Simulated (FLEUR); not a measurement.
SnSe under changes of volume

One of the cells (27.271 Å³/atom); the others are scaled copies at fixed shape and fractional positions:

```
Sn Se
1.0
     0.00000    3.01000    3.01000
     3.01000    0.00000    3.01000
     3.01000    3.01000    0.00000
Sn Se
1 1
Direct
  0.00000 0.00000 0.00000
  0.50000 0.50000 0.50000
```

Measurements of this composition are mostly on another form, of space group No. 62.

| Property | Result |
| --- | --- |
| Program | FLEUR MaX-R8.1 (later development tree) |
| Functional | PBEsol |
| Potentials or basis | all-electron |
| Basis | FLAPW |
| Kmax | 4.1 1/bohr |
| k mesh | 8 × 8 × 8 |
| Occupations | fermi-dirac, width 0.05 eV |
| Spin | no spin polarisation |

```csv
volume (Å³/atom),energy over the lowest point (meV/atom),gap on the mesh (eV)
25.635,2.83,0.76
26.180,0.00,0.75
27.271,6.11,0.65
28.362,25.19,0.49
28.907,?,?
```

**Question.** What does the run at 28.907 Å³/atom give?

**Answer.** Energy over the lowest point 38.84 meV/atom; gap on the mesh 0.41 eV.

Worked out: A Birch-Murnaghan fit of order 2 (a polynomial in V^(-2/3)) to the other rows has its minimum at 26.28 Å³/atom with B0 = V·E''(V) = 56 GPa. It gives 38.86 meV/atom at 28.907 Å³/atom, against the run's 38.84. A parabola through the other rows of the gap, of slope -6.03 eV per unit of ln V there, extrapolates to 0.38 eV, against the run's 0.41.

Energies are extrapolated to zero smearing.

Caveats: spin-orbit coupling is left out, which moves the levels of the heavy elements.

A mesh can miss the band edges.
